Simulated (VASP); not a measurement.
A run of VASP 6.6.1 is set up as follows.

Contents of INCAR:

```
SYSTEM = SiC
  PREC = Accurate
  ENCUT = 600
  EDIFF = 1E-6
  ISMEAR = 0
  SIGMA = 0.1
  LREAL = .False.
  LASPH = .True.
  NELM = 100
  ALGO = Fast
  ISIF = 3
  LWAVE = .False.
  LCHARG = .False.
  GGA = PE
  IVDW = 12
  IBRION = 2
  NSW = 70
  EDIFFG = -0.005
```

File KPOINTS:

```
Automatic mesh
0
Gamma
  18 18 18
  0 0 0
```

Contents of POSCAR:

```
SiC
1.0
    0.0000000000      2.0286567181      2.0286567181
    2.0286567181      0.0000000000      2.0286567181
    2.0286567181      2.0286567181      0.0000000000
Si C
1 1
Direct
    0.0000000000      0.0000000000      0.0000000000
    0.5000000000      0.5000000000      0.5000000000
```

Potentials or basis: VASP PAW PBE potentials, release 64 (Si, C).

Launch:

```bash
$ cat potpaw_PBE.64/Si/POTCAR potpaw_PBE.64/C/POTCAR > POTCAR
$ mpirun -np 1 vasp_std > vasp.out
```

(1) Predict the space group after relaxing (to 0.05 Å).

(2) Predict the relaxed cell.

## Answers

(1) Fm-3m (No. 225).

(2) a = 2.841 Å, b = 2.841 Å, c = 2.841 Å, α = 60.00°, β = 60.00°, γ = 60.00°.
